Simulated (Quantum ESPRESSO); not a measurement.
Here is a Quantum ESPRESSO 7.5 calculation.

The input scf.in:

```
&CONTROL
  calculation = 'scf'
  prefix = 'pwscf'
  outdir = './tmp'
  pseudo_dir = './pseudo'
/
&SYSTEM
  ibrav = 0
  nat = 3
  ntyp = 2
  ecutwfc = 84
  nbnd = 38
  occupations = 'smearing'
  smearing = 'fd'
  degauss = 0.00367493
  noncolin = .true.
  lspinorb = .true.
  force_symmorphic = .true.
/
&ELECTRONS
  conv_thr = 6d-10
  electron_maxstep = 120
  mixing_beta = 0.5
/
ATOMIC_SPECIES
Hf   178.4900 Hf.upf
O     15.9990 O.upf
CELL_PARAMETERS angstrom
   0.0000000000    2.5575000000    2.5575000000
   2.5575000000    0.0000000000    2.5575000000
   2.5575000000    2.5575000000    0.0000000000
ATOMIC_POSITIONS crystal
Hf     0.0000000000    0.0000000000    0.0000000000
O      0.7500000000    0.7500000000    0.7500000000
O      0.2500000000    0.2500000000    0.2500000000
K_POINTS automatic
10 10 10 0 0 0
```

File nscf.in:

```
&CONTROL
  calculation = 'nscf'
  prefix = 'pwscf'
  outdir = './tmp'
  pseudo_dir = './pseudo'
/
&SYSTEM
  ibrav = 0
  nat = 3
  ntyp = 2
  ecutwfc = 84
  nbnd = 324
  occupations = 'fixed'
  noncolin = .true.
  lspinorb = .true.
  force_symmorphic = .true.
/
&ELECTRONS
  conv_thr = 1d-08
  diago_full_acc = .true.
  diago_thr_init = 1d-06
/
ATOMIC_SPECIES
Hf   178.4900 Hf.upf
O     15.9990 O.upf
CELL_PARAMETERS angstrom
   0.0000000000    2.5575000000    2.5575000000
   2.5575000000    0.0000000000    2.5575000000
   2.5575000000    2.5575000000    0.0000000000
ATOMIC_POSITIONS crystal
Hf     0.0000000000    0.0000000000    0.0000000000
O      0.7500000000    0.7500000000    0.7500000000
O      0.2500000000    0.2500000000    0.2500000000
K_POINTS automatic
4 4 4 0 0 0
```

Potentials or basis: PseudoDojo 0.4 FR PBE standard.

Run with:

```sh
$ OMP_NUM_THREADS=1 pw.x -in scf.in > scf.out
$ OMP_NUM_THREADS=1 pw.x -in nscf.in > nscf.out
```

(1) What does it give for the band gap on the k mesh, mean-field level?

## Answers

(1) 3.78 eV, direct.

Caveat: the k mesh is coarse (spacing up to 0.53 Å⁻¹), so the values aren't converged.
